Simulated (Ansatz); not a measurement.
(010) slab cut from the bulk of HfSi2, 15 Å of vacuum:

```xyz
12
Lattice="3.6598 0.0000 0.0000 0.0000 3.6825 0.0000 0.0000 0.0000 28.0079" Properties=species:S:1:pos:R:3 pbc="T T T"
Si    2.7448    0.0000    7.5000
Hf    0.9149    1.8413    8.2469
Si    0.9149    0.0000   10.3518
Si    2.7448    1.8413   10.3601
Hf    2.7448    0.0000   12.4650
Si    0.9149    1.8413   13.2119
Si    2.7448    1.8413   14.7960
Hf    0.9149    0.0000   15.5429
Si    0.9149    1.8413   17.6478
Si    2.7448    0.0000   17.6561
Hf    2.7448    1.8413   19.7610
Si    0.9149    0.0000   20.5079
```

Theory: DFT PBE, scalar-relativistic, plane waves, PAW (Ansatz 0.2.0). Plane waves to 420 eV, a k mesh through Γ of 10×10×1 on the computed 12-atom cell and Gaussian smearing (0.10 eV); no spin polarisation. A dipole correction removes the field between periodic images along c.

This base run converges in 9 iterations with a largest force of 0.541 eV/Å and a work function of 4.32 eV on the top face.

One setting at a time is then changed, some of them on purpose to poor values; changes count from the base run, energies are extrapolated to zero smearing, γ keeps the base's bulk energy, atoms stay where they are, a change of functional drops any dispersion correction, and risky runs are capped at 50 to 100 iterations.

(1) What happens with occupations gaussian 1.5 eV?

(2) What happens with functional r2SCAN (500 eV)?

(3) What happens with functional LDA?

(4) What happens with vacuum of 5 Å?

(5) What happens with n_extra_bands = 1?

Spin-orbit coupling is left out, which matters for the bands of heavy elements. In some of the runs (vacuum 5) charge leaks into the vacuum, so their work functions can be off.

## Answers

(1) It converges in 8 iterations; ΔE (meV/atom) +22.8, Δγ (J/m²) +0.163, Δφ top (eV) +0.28, largest force (eV/Å) 0.191, largest change of a force (eV/Å) 0.522.

(2) It converges in 9 iterations; Δφ top (eV) +0.02, largest force (eV/Å) 0.617, largest change of a force (eV/Å) 0.190.

(3) It converges in 8 iterations; Δφ top (eV) +0.23, largest force (eV/Å) 0.838, largest change of a force (eV/Å) 0.297.

(4) It converges in 8 iterations; ΔE (meV/atom) -1.2, Δγ (J/m²) -0.009, Δφ top (eV) -0.94, largest force (eV/Å) 0.518, largest change of a force (eV/Å) 0.023.

(5) It doesn't converge (28 iterations).

Cost: 6 runs of about 10 core-minutes in all, on Intel Xeon 6975P-C (Granite Rapids) (shared hosts).